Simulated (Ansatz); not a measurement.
**AgCl: the cell at several levels of theory**

The task here is to estimate one member of a computed series from the others.

Program: Ansatz 0.2.0. PAW datasets, plane waves, zero pressure. Simulation only: spin-unpolarised, and no claim that this is the phase found in nature.

### Starting point

This is the cell as the run starts from it, not yet at rest; its lengths are not the crystal's.

It is cubic, F-43m (No. 216); a = 5.449 Å in the conventional setting, 20.22 Å³ an atom. Near Ag stand 4 Cl at 2.36 Å; near Cl stand 4 Ag at 2.36 Å.

As a file:

Space group F-43m (No. 216). a = 5.449 Å, b = 5.449 Å, c = 5.449 Å, α = 90.00°, β = 90.00°, γ = 90.00°
| atom | site | symmetry | x | y | z |
| --- | --- | --- | --- | --- | --- |
| Ag | 4a | -43m | 0.0000 | 0.0000 | 0.0000 |
| Cl | 4d | -43m | 0.2500 | 0.2500 | 0.7500 |

The first run:

Input file input.yaml:

```yaml
crystal:
  lattice:
    - [0.0, 2.7242849802, 2.7242849802]
    - [2.7242849802, 0.0, 2.7242849802]
    - [2.7242849802, 2.7242849802, 0.0]
  atoms:
    - { symbol: Ag, position: [0.0, 0.0, 0.0] }
    - { symbol: Cl, position: [0.25, 0.25, 0.25] }
kpoints:
  mp_grid: { grid: [8, 8, 8] }
hamiltonian:
  xc: pbe
scf:
  occupations: { method: fermi_dirac, width: 0.02 }
relax:
  f_tol: 0.005
  cell: {}
```

Started as:

```bash
ansatz run input.yaml --threads 2 --pin off --max-ram 2211MiB --backend cpu --events-out ev --progress --plain --runs-dir out
```

Steps of the session up to this table: Relaxing with PBE; r2SCAN: cell and atoms; PBEsol: cell and atoms; Relaxing with LDA; Relaxation with HSE06.

One of the session's tables, all rows but one given; the rest of the session is left out.

| level | a (Å) | volume (Å³/atom) |
| --- | --- | --- |
| PBE | 6.059 | 27.801 |
| r2SCAN | 5.987 | 26.819 |
| PBEsol | 5.887 | 25.499 |
| LDA | 5.775 | 24.072 |
| HSE06 | ? | ? |

**Question.** Estimate the row for HSE06.

As computed: a (Å): 6.054; volume (Å³/atom): 27.741. In the column «a (Å)» it lies between r2SCAN (5.987) and PBE (6.059).

In words: The first relaxation changed the volume by +37.5 % from the start. The volume runs from LDA (least) to PBE (most), a spread of 15.5 %, or 4.9 % in length if all axes shared it alike. The meshes differ: PBE 8×8×8, r2SCAN 6×6×6, PBEsol 6×6×6, LDA 6×6×6, HSE06 4×4×4.
